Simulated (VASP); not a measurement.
**Si (strained diamond), PBE single-point calculation: VASP's output and Ansatz's**

POSCAR

```
Si
 1.0000000000000000
    -0.1232188892000000    2.7350059511999998    2.7350059511999998
     2.7350059511999998   -0.1232188892000000    2.7350059511999998
     2.7350059511999998    2.7350059511999998   -0.1232188892000000
 Si
   2
Cartesian
 -0.0131897805859840 -0.0131897805859840 -0.0131897805859840
  1.3498880338859838  1.3498880338859838  1.3498880338859840
```

VASP ran with the recommended PBE PAW datasets (8 valence electrons in the cell).

From OUTCAR

```
k-points           NKPTS =     65   k-points in BZ     NKDIM =     65   number of bands    NBANDS=     11

   NELECT =       8.0000    total number of electrons

   dimension x,y,z NGX =    30 NGY =   30 NGZ =   30
   dimension x,y,z NGXF=    60 NGYF=   60 NGZF=   60

  energy-cutoff  :      520.00
  volume of cell :       43.68
      direct lattice vectors                 reciprocal lattice vectors
    -0.123218889  2.735005951  2.735005951    -0.170902338  0.178965169  0.178965169
     2.735005951 -0.123218889  2.735005951     0.178965169 -0.170902338  0.178965169
     2.735005951  2.735005951 -0.123218889     0.178965169  0.178965169 -0.170902338

 k-points in reciprocal lattice and weights: KPOINTS created by Atomic Simulation Env
   0.00000000  0.00000000  0.00000000       0.002
   0.12500000  0.00000000  0.00000000       0.012
   0.25000000  0.00000000  0.00000000       0.012
   0.37500000  0.00000000 -0.00000000       0.012
   0.50000000  0.00000000  0.00000000       0.006
   0.12500000  0.12500000  0.00000000       0.012
   0.25000000  0.12500000  0.00000000       0.023
   0.37500000  0.12500000  0.00000000       0.023
   ...

 E-fermi :   5.3923

 k-point     1 :       0.0000    0.0000    0.0000
  band No.  band energies     occupation
      1      -6.4001      2.00000
      2       4.8558      2.00000
      3       4.8558      2.00000
      4       5.2515      1.99825
      5       6.8960      0.00000
      6       7.2839      0.00000
      7       7.2839      0.00000
      8       8.5110      0.00000
      9      12.6692      0.00000
     10      12.6856      0.00000
     11      12.6856      0.00000

 k-point     2 :       0.1250    0.0000    0.0000
  band No.  band energies     occupation
      1      -6.2176      2.00000
      2       3.2626      2.00000
      3       4.6313      2.00000
      4       4.9398      2.00000
      5       7.1477      0.00000
      6       7.6534      0.00000
      7       8.1825      0.00000
      8       9.1505      0.00000
      9      12.1790      0.00000
     10      12.3496      0.00000
     11      13.3710      0.00000

 k-point     3 :       0.2500    0.0000    0.0000
  band No.  band energies     occupation
      1      -5.6880      2.00000
      2       1.0920      2.00000
      3       4.2562      2.00000
      4       4.4932      2.00000
      5       6.8553      0.00000
      6       8.2070      0.00000
      7       8.7082      0.00000
      8      11.0771      0.00000
      9      11.9352      0.00000
     10      12.6072      0.00000
     11      13.8159      0.00000

 k-point     4 :       0.3750    0.0000   -0.0000
  band No.  band energies     occupation
      1      -4.9095      2.00000
      2      -0.7337      2.00000
      3       3.9940      2.00000
      4       4.1809      2.00000
      5       6.5305      0.00000
      6       8.3027      0.00000
      7       8.7548      0.00000
      8      12.5405      0.00000
      9      12.9534      0.00000
     10      13.4693      0.00000
     11      14.5332      0.00000

 k-point     5 :       0.5000    0.0000    0.0000
  band No.  band energies     occupation
      1      -4.3835      2.00000
      2      -1.6155      2.00000
      3       3.9046      2.00000
      4       4.0732      2.00000
      5       6.4073      0.00000
      6       8.2440      0.00000
      7       8.6945      0.00000
      8      12.7123      0.00000
      9      14.8052      0.00000
     10      14.9835      0.00000
     11      15.0874      0.00000

 k-point     6 :       0.1250    0.1250    0.0000
  band No.  band energies     occupation
      1      -6.1466      2.00000
      2       3.5164      2.00000
      3       4.0748      2.00000
      4       4.4669      2.00000
      5       6.9914      0.00000
      6       8.1241      0.00000
      7       8.3974      0.00000
      8       9.2588      0.00000
      9      11.4360      0.00000
     10      12.9631      0.00000
     11      13.7151      0.00000

 k-point     7 :       0.2500    0.1250    0.0000
  band No.  band energies     occupation
      1      -5.7196      2.00000
      2       1.6930      2.00000
      3       3.7596      2.00000
      4       4.0499      2.00000
      5       7.1440      0.00000
      6       8.1294      0.00000
      7       9.2479      0.00000
      8       9.7510      0.00000
      9      11.9545      0.00000
     10      13.2484      0.00000
     11      14.6625      0.00000

 k-point     8 :       0.3750    0.1250    0.0000
  band No.  band energies     occupation
      1      -4.9963      2.00000
      2      -0.1948      2.00000
      3       3.3209      2.00000
      4       3.7480      2.00000
      5       7.3199      0.00000
      6       8.2900      0.00000
      7       9.4552      0.00000
      8      10.0344      0.00000
      9      13.5010      0.00000
     10      14.3559      0.00000
     11      14.9609      0.00000

 ...

  Total       -1.3585328     -1.3585328     -1.3585328      0.8257889      0.8257889      0.8257889
  in kB      -49.8304229    -49.8304229    -49.8304229     30.2895948     30.2895948     30.2895948
  external PRESSURE =     -49.8304229 kB  Pullay stress =       0.0000000 kB

 POSITION                                       TOTAL-FORCE (eV/Angst)
 -----------------------------------------------------------------------------------
      5.33360      5.33360      5.33360        -0.018603     -0.018603     -0.018603
      1.34989      1.34989      1.34989         0.018603      0.018603      0.018603
 -----------------------------------------------------------------------------------
    total drift:                               -0.000000      0.000000     -0.000000

  FREE ENERGIE OF THE ION-ELECTRON SYSTEM (eV)
  ---------------------------------------------------
  free  energy   TOTEN  =       -10.7442071830 eV

  energy  without entropy=      -10.7442059907  energy(sigma->0) =      -10.74420659
```

Each program uses its own PAW datasets. VASP's cell holds 8 valence electrons and Ansatz's 8. Ansatz's stress includes a Pulay correction; VASP's doesn't.

Q: What does Ansatz give for the same cell and level of theory?

A: gap between bands v and c 0.31 eV; least direct gap 1.64 eV; pressure -4.9 GPa; largest force 0.04 eV/Å.

Ansatz printed

```
SCF 1 converged in 6 iterations: F = -1271.516051 eV  dr2 = 1.66e-11
  greatest PAW one-centre occupation: 0.630 electrons in one spin orbital (limit 2), on the Si atom at site 1 (counted from 0), in its partial waves of l = 0
NSCF: frozen V_eff on 7 k-points
SCF converged after 6 iterations
Free energy (F): -1271.516051 eV
Harris-Foulkes:  -1271.516051 eV  (|F-HF|=1.50e-11)
Internal energy: -1271.516050 eV  (E = F + TS)
E sigma→0 (E₀):  -1271.516050 eV
Entropy (-TS):   -0.000001 eV (-0.001 meV/atom)
Fermi energy:    5.760194 eV
--- Per-component energies (eV) ---
  E_band       = 4.322158
  E_kinetic    = 78.121476
  E_local      = -60.201146  (includes V_loc(G=0)·N_el)
  E_nonlocal   = 51.016168
  E_hartree    = 16.021768
  E_xc         = -109.202644
  E_vxc        = -91.941223  (∫ρ·V_xc dr)
  E_paw        = -1025.279951  (= ΣΔE_a)
  E_vpaw       = -4.716681  (= ΣTr[D̂ρ^β])
  E_aug_tail   = 0.000013  (compensation charges beyond the density's cutoff)
  E_ewald      = -221.991734
  E_smearing   = -0.000001  (= −TS)
  E_closure    = 0.000000  (closes the sum)
  Σ components = -1271.516051   (vs F -1271.516051, Δ=0.00e0)
--- Forces (eV/Å), atoms counted from 1 ---
  atom   1  Si    -0.02028987    -0.02028987    -0.02028987
  atom   2  Si     0.02028987     0.02028987     0.02028987
  max |Σ_I F_I| component: 3.82e-17 eV/Å
--- Stress (GPa, compression-positive) ---
       -4.917834       3.017259       3.017259
        3.017259      -4.917834       3.017259
        3.017259       3.017259      -4.917834
  P = ⅓ Tr σ = -4.9178 GPa (-49.178 kbar)
--- Band table (eV; the first three rows and the last of 65) ---
  k-point 0: bands = ["-6.0332", "5.2273", "5.2273", "5.6183", "7.2633", "7.6489", "7.6489", "8.8751"]
  k-point 1: bands = ["-5.8507", "3.6319", "5.0023", "5.3070", "7.5131", "8.0183", "8.5514", "9.5145"]
  k-point 2: bands = ["-5.3211", "1.4606", "4.6267", "4.8605", "7.2205", "8.5716", "9.0766", "11.4439"]
  k-point 64: bands = ["-3.5618", "-1.1797", "3.9222", "3.9222", "5.9540", "8.4582", "8.4582", "12.4886"]
```
